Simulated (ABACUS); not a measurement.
A run of ABACUS 3.10.1 is set up as follows.

File INPUT:

```
INPUT_PARAMETERS
suffix              GaAs
calculation         scf
basis_type          pw
pseudo_dir          ./
latname             fcc
symmetry            1
dft_functional      MGGA_X_M06_L+MGGA_C_M06_L
ecutwfc             97
pseudo_rcut         10
nspin               1
nbands              19
ks_solver           dav
smearing_method     fd
smearing_sigma      0.00367493
scf_thr             1e-08
scf_nmax            100
mixing_type         broyden
mixing_beta         0.7
cal_force           1
cal_stress          1
mixing_tau          1
out_chg             1
out_pot             2
out_elf             1
```

STRU

```
ATOMIC_SPECIES
As 74.9216 As_ONCV_PBE-1.2.upf
Ga 69.7230 Ga_ONCV_PBE-1.2.upf

LATTICE_CONSTANT
10.6839445908

ATOMIC_POSITIONS
Direct

As
0.0
1
0.2500000000 0.2500000000 0.2500000000 1 1 1

Ga
0.0
1
0.0000000000 0.0000000000 0.0000000000 1 1 1
```

Contents of KPT:

```
K_POINTS
0
Gamma
5 5 5 0 0 0
```

Potentials or basis: SG15 ONCV 1.2 PBE, plane waves.

The run is started by

```console
$ OMP_NUM_THREADS=1 mpirun -np 4 abacus > log
```

Problem. Estimate the band gap on the k mesh.

Solution. 0.53 eV, direct.

Problem. Predict the pressure.

Solution. 1.1 GPa.

Caveat: the potentials were made for another functional, which shifts forces and pressure.

**What was measured.**

From “Evidence of valence band perturbations in GaAsN/GaAs(001): A combined variable-angle spectroscopic ellipsometry and modulated photoreflectance investigation”, 2008, arxiv:0805.2212, for a bulk crystal of GaAs at 300 K: band gap 1.418 ± 0.005 eV (direct).

Measured gap of GaAs: 1.418 eV (direct; 300 K; “Evidence of valence band perturbations in GaAsN/GaAs(001): A combined variable-angle spectroscopic ellipsometry and modulated photoreflectance investigation”, 2008, arxiv:0805.2212). This calculation gives 0.53 eV (-0.89 eV). 3 values of this kind are on record (1.412 to 1.51 eV); this one was drawn at random among those near their median, those with a stated uncertainty first. Spin-orbit coupling on As, Ga is left out. The value is that of M06-L, without temperature or zero-point motion.
